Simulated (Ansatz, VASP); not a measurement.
One calculation of TaSi, two programs

```xyz
2
Lattice="3.0512 0.0000 0.0000 -1.5256 2.6424 0.0000 0.0000 0.0000 4.0125" Properties=species:S:1:pos:R:3 pbc="T T T"
Ta    0.0000    0.0000    0.0000
Si    0.0000    1.7616    2.0063
```

Alike in both runs: functional PBE; k mesh 13 × 13 × 12; occupations fermi-dirac, width 0.05 eV; no spin polarisation.

Ansatz relaxed the structure, and its values are those at the end. VASP's run is a single point on that final structure, the one shown.

```csv
,VASP,Ansatz
version,VASP 6.6.1,Ansatz 0.2.0
potentials or method,"VASP PAW PBE potentials, release 64 (Ta_pv, Si), cutoff 520 eV","all-electron LAPW, scalar-relativistic"
```

Ansatz gave:

```
pressure (GPa) : -1.0
```

Problem. Which values does VASP return?

Solution. Pressure (GPa): -0.8.

Ansatz ran all-electron here, so the differences hold the error of VASP's frozen core and of both bases.

The runs have no spin-orbit coupling, so splittings on Ta are missing.
